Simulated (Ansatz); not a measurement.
The system is Ru.

```
Ru
1.0
     2.70580    0.00000    0.00000
    -1.35290    2.34329    0.00000
     0.00000    0.00000    4.28190
Ru
2
Direct
  0.66667 0.33333 0.75000
  0.33333 0.66667 0.25000
```

- Program: Ansatz 0.2.0
- Task: relaxation of cell and atoms
- Functional: SVWN5
- Potentials or basis: Ansatz PAW
- Cutoff: 420 eV (not typed: the program's choice for these potentials)
- k mesh: 11 × 11 × 6
- Occupations: fermi-dirac, width 0.05 eV
- Spin: no spin polarisation

At the start: volume 13.57 Å³/atom.

Question: Where does the relaxation end?

Answer: It ends after 5 steps and the volume is 13.08 Å³/atom (-3.6 %); space group P6_3/mmc (No. 194, to 0.05 Å).

The path:
```tsv
step	energy change (eV)	largest force (eV/Å)	volume (Å³)
1	0.0000	0.0000	27.15
2	-0.0396	0.0000	26.24
3	-0.0399	0.0000	26.16
4	-0.0399	0.0000	26.16
5	-0.0398	0.0000	26.16
```

Final structure:
```yaml
crystal:
  lattice:
    - [2.67273, 0.00000, 0.00000]
    - [-1.33636, 2.31465, 0.00000]
    - [0.00000, 0.00000, 4.22896]
  atoms:
    - { symbol: Ru, position: [0.66667, 0.33333, 0.75000] }
    - { symbol: Ru, position: [0.33333, 0.66667, 0.25000] }
```

Caveat: the plane-wave basis is chosen anew once the cell has moved, so the energies of steps on either side of that aren't comparable; the PAW data sets come from PBE, with cores solved anew for the run's functional, which leaves a small shift of forces and pressure.
